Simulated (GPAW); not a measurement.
CdS (Greenockite):

```
Cd S
1.0
     4.15000    0.00000    0.00000
    -2.07500    3.59401    0.00000
     0.00000    0.00000    6.73700
Cd S
2 2
Direct
  0.66667 0.33333 0.50000
  0.33333 0.66667 0.00000
  0.66667 0.33333 0.87500
  0.33333 0.66667 0.37500
```

Base run:

```yaml
Program: GPAW 26.7.0
Functional: RPBE
Potentials_or_basis: the program's PAW data sets (release 1.2.1) made for this functional
Cutoff: 600 eV
Basis: pw
k_mesh: 7 × 7 × 4
Occupations: fermi-dirac, width 0.05 eV
Spin: no spin polarisation
```

Its results: band gap on the k mesh 1.36 eV, direct; pressure 4.0 GPa; largest force 0.070 eV/Å.

The run is repeated on the same cell with these changes: functional from RPBE to PBEsol; potentials or basis from the program's PAW data sets (release 1.2.1) made for this functional to PAW data sets generated in the run's folder for this functional. What comes out?

Band gap on the k mesh 1.04 eV, direct; pressure -1.2 GPa; largest force 0.065 eV/Å.

Not every run made on this cell is shown here.
